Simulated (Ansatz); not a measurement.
The system is MnO.

```
CELL_PARAMETERS angstrom
0.00000 2.22391 2.22391
2.22391 0.00000 2.22391
2.22391 2.22391 0.00000
ATOMIC_POSITIONS crystal
Mn 0.00000 0.00000 0.00000
O 0.50000 0.50000 0.50000
```

The cell is a database's computed one.

* Program: Ansatz 0.2.0
* Task: single point
* Functional: PBE
* Potentials or basis: Ansatz PAW
* Cutoff: 420 eV (not typed: the program's choice for these potentials)
* k mesh: 10 × 10 × 10
* Occupations: fermi-dirac, width 0.05 eV
* Spin: collinear spin, ferromagnetic start
* Starting moments: [4.0, 0.0] μB

On this cell: pressure 0.1 GPa; largest force zero by symmetry; net moment 4.79 μB per cell; site moments Mn +4.06; O +0.24 μB; band gap on the k mesh none (metal or under the smearing width).

The same run follows on a disturbed copy (atoms moved at random, drawn with an rms of 0.05 Å):

```
CELL_PARAMETERS angstrom
0.00000 2.22391 2.22391
2.22391 0.00000 2.22391
2.22391 2.22391 0.00000
ATOMIC_POSITIONS crystal
Mn 0.98735 0.99248 0.01714
O 0.50496 0.51195 0.49104
```

Q: What does the disturbed cell give?

A: The energy (extrapolated to zero smearing) moves by +6.3 meV/atom; pressure 0.7 GPa; largest force 0.301 eV/Å; net moment 4.80 μB per cell; site moments Mn +3.99; O +0.23 μB; band gap on the k mesh none (metal or under the smearing width).

Forces on the atoms (eV/Å):
```
Mn  -0.047 -0.061  0.291
O    0.047  0.061 -0.291
```

Stress tensor (GPa, compression positive):
```
 0.27 -0.01  0.06
-0.01  0.30  0.07
 0.06  0.07  1.43
```

Caveats: a cell with one magnetic atom can't hold antiferromagnetic order, which such compounds often take; semilocal functionals often make such compounds metallic where correlation or magnetic order opens a gap, which also shifts bond lengths.
